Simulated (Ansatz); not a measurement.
## Sn₄Se: competing structures

The calculation used DFT PBE, scalar-relativistic, plane waves, PAW (Ansatz 0.2.0). Settings: cutoff 420 eV, Γ-centred meshes spaced at most about 0.3 Å⁻¹, and about 0.25 Å⁻¹ or finer for metals (2π included), Gaussian smearing. No spin polarisation.

Energies over the elements count from the elements' standard structures at the same level, with no fitted energy shifts. The references include grey tin.

These are static total energies at zero pressure. The comparison covers the computed candidates alone. For metals, differences of a few meV/atom aren't resolved. The reference form of Se is held partly by dispersion forces, which this level lacks.

Invented guesses were relaxed alike, and ends that match in structure were merged. ΔE counts from the first row. Coordination counts Sn atoms around Se (those within 1.25 times the shortest such distance or 1.15 times the sum of covalent radii; the shortest distance is added where it is long for a bond). The ends were matched against large subsets of the Crystallography Open Database and the Materials Project, so a missing match doesn't prove that a structure is unreported.

| # | reached from | type and space group | atoms | Å³/atom | coordination | ΔE (meV/atom) | gap on mesh (eV) | in databases |
| --- | --- | --- | --- | --- | --- | --- | --- | --- |
| 1 | random cell | Fd-3m (No. 227) | 10 | 31.9 | Se 4 | 0 | 0.00 | no match |
| 2 | MnGa4 type (Im-3m) | Im-3m (No. 229) | 5 | 31.5 | Se 8 | 18 | 0.00 | no match |
| 3 | random cell | F-43m (No. 216) | 5 | 33.4 | Se 12 from 3.6 Å | 171 | 0.00 | no match |
| 4 | random cell | Pm-3m (No. 221) | 5 | 34.1 | Se 6 | 175 | 0.00 | no match |

The lowest: Space group Fd-3m (No. 227), cubic, a = 10.842 Å. Sn has 1 Se at 2.73 Å and 3 Sn at 3.21 Å; Se has 4 Sn at 2.73 Å. Its energy over the elements is +0.16 eV/atom. The separate elements lie lower, so it is unstable against them. An observed structure of this formula, if there is one, may be missing.

Space group Fd-3m:1 (No. 227). a = 10.842 Å, b = 10.842 Å, c = 10.842 Å, α = 90.00°, β = 90.00°, γ = 90.00°
```csv
atom,site,symmetry,x,y,z
Sn,32e,.3m,0.3547,0.8547,0.3547
Se,8a,-43m,0.2500,0.2500,0.2500
```

The second: Space group Im-3m (No. 229), cubic, a = 6.804 Å. Around Sn lie 2 Se at 2.95 Å and 6 Sn at 3.40 Å; around Se lie 8 Sn at 2.95 Å. Counting Sn atoms around Se, the first has Se 4 and the second has Se 8. Cells relaxed within their symmetry can be saddle points. Some types were kept out of the candidates beforehand, so the set may lack a known form.
